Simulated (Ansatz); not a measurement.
# TiAl3 (Pm-3m)

The calculation used DFT PBE, scalar-relativistic, plane waves, PAW in Ansatz 0.2.0.

Settings: cutoff 420 eV, Γ-centred mesh 10×10×10 on the computed 4-atom cell, Gaussian smearing of 0.10 eV; no spin polarisation.

The structure is relaxed at this level of theory with its symmetry kept. This form isn't the usual stable structure of the compound.

```yaml
crystal:
  lattice:
    - [3.97973, 0.00000, 0.00000]
    - [0.00000, 3.97973, 0.00000]
    - [0.00000, 0.00000, 3.97973]
  atoms:
    - { symbol: Ti, position: [0.00000, 0.00000, 0.00000] }
    - { symbol: Al, position: [0.50000, 0.50000, 0.00000] }
    - { symbol: Al, position: [0.50000, 0.00000, 0.50000] }
    - { symbol: Al, position: [0.00000, 0.50000, 0.50000] }
```

- Space group: Pm-3m (No. 221)
- Volume per atom: 106.3 bohr³
- Formation energy from the elements' standard states (uncorrected): -0.368 eV/atom
- Kohn–Sham band gap: none (metal)
- Density of states at the Fermi level: 2.35 states/eV per cell
- Löwdin character within 0.5 eV of the Fermi level: Ti 3d 59 %, Al 3p 26 %, Al 3s 7 %, unprojected 5 %
- Bulk modulus: 106 GPa
- Its pressure derivative: 4.1
- Bader charges (e): Ti (1 in the cell) 0.79, Al (3 in the cell) -0.26